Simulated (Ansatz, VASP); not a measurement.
## Ca: VASP beside Ansatz

Contents of INCAR:

```
  PREC = Accurate
  ENCUT = 520
  EDIFF = 1E-6
  ISMEAR = 0
  SIGMA = 0.15
  LREAL = F
  LASPH = T
  NELM = 100
  ALGO = Fast
  ISIF = 2
  LWAVE = F
  LCHARG = F
  GGA = PE
  NBANDS = 11
```

Contents of KPOINTS:

```
Automatic mesh
0
Gamma
  16 16 16
```

File POSCAR:

```
Ca
1.0
   -2.1952000000      2.1952000000      2.2400000000
    2.1952000000     -2.1952000000      2.2400000000
    2.1952000000      2.1952000000     -2.2400000000
Ca
1
Direct
    0.0000000000      0.0000000000      0.0000000000
```

Input for Ansatz:

```yaml
crystal:
  lattice:
    - [-2.1952, 2.1952, 2.24]
    - [2.1952, -2.1952, 2.24]
    - [2.1952, 2.1952, -2.24]
  atoms:
    - { symbol: Ca, position: [0.0, 0.0, 0.0] }
basis:
  ecutwfc: 420
kpoints:
  mp_grid: { grid: [16, 16, 16] }
hamiltonian:
  xc: pbe
scf:
  occupations: { method: gaussian, width: 0.15 }
output:
  forces: true
  stress: true
  eigenvalues: true
```

Change from the starting cell: strain -0.0200 x Voigt [1, 1, 0, 0, 0, 0], atoms carried along.

Alike in both runs: task single point; functional PBE; k mesh 16 × 16 × 16; occupations gaussian, width 0.15 eV; no spin polarisation.

|  | VASP | Ansatz |
| --- | --- | --- |
| version | VASP 6.6.1 | Ansatz 0.2.0 |
| potentials or method | VASP PAW PBE potentials, release 64 (Ca_sv) | scalar-relativistic, plane waves, PAW |
| plane-wave cutoff (eV) | 520 | 420 |
| valence electrons in the cell | 10 | 10 |

|  | VASP | Ansatz | Ansatz less VASP |
| --- | --- | --- | --- |
| gap on the k mesh at the Fermi level (eV) | none | none | - |
| pressure (GPa) | -0.4 | -0.4 | 0.00 |

A gap of «none» marks a metal or a gap that the smearing closes.
